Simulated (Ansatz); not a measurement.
# Co (bcc): energy against volume

Theory: Ansatz 0.2.0, DFT, PBE, plane waves (420 eV) with PAW, scalar-relativistic.

The cell is scaled uniformly from the relaxed one, with fractional coordinates and shape fixed. Energies are extrapolated to zero smearing, pressures are those at the given smearing. Magnetic state: spin not included. It is not the lowest magnetic state of this structure.

A Birch-Murnaghan fit gives V₀ = 10.53 Å³/atom, B₀ = 240 GPa, B₀′ = 4.7.

(1) What are the energy above the minimum and the pressure at 9.733 Å³/atom?

(2) What are the energy above the minimum and the pressure at 10.157 Å³/atom?

(3) What are the energy above the minimum and the pressure at 11.849 Å³/atom?

Results:

(1) 53.2 meV/atom and 23.92 GPa as computed.

(2) 10.9 meV/atom and 10.57 GPa as computed.

(3) 98.1 meV/atom and -20.40 GPa as computed.
